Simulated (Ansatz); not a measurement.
## Te2Mo: equation of state with RPBE+D3(BJ)

Slab: Te2Mo, a slab with vacuum.

```xyz
6
Lattice="6.3616 0.0000 0.0000 0.0000 3.4804 0.0000 -0.0857 0.0000 36.1759" Properties=species:S:1:pos:R:3 pbc="T T T"
Te    2.6844    2.6103   19.5604
Te    3.5915    0.8701   16.6155
Te    5.8104    0.8701   20.1329
Te    0.4655    2.6103   16.0430
Mo    1.1110    0.8701   17.9963
Mo    5.1649    2.6103   18.1796
```

```
Program             : Ansatz 0.2.0
Task                : equation of state
Functional          : RPBE
Dispersion          : D3(BJ)
Potentials or basis : Ansatz PAW
Cutoff              : 420 eV
Density cutoff      : 1680 eV
k mesh              : 4 × 8 × 1
Occupations         : fermi-dirac, width 0.05 eV
Spin                : no spin polarisation
```

```yaml
Equilibrium_volume: "114.64 Å³/atom (rough: see the caveat)"
Bulk_modulus_at_fixed_shape_and_positions: 28 GPa (rough)
```

Energy against volume, from the lowest point:
```tsv
volume (Å³/atom)	energy (meV/atom)
125.485	0.00
128.155	37.59
130.825	80.83
133.495	129.02
136.165	181.55
138.835	237.86
141.505	297.46
```

All runs of the series together: 2.7 min on 2 threads of Arm Neoverse V1, on a shared host.

Caveat: the potentials were made for another functional, which shifts forces and pressure; the minimum lies outside the volumes run; the cell was scaled at fixed shape and fractional positions, which overstates the stiffness of a crystal with free parameters, most of all of layers and chains. Spin-orbit coupling is left out, which matters for the levels of Te.
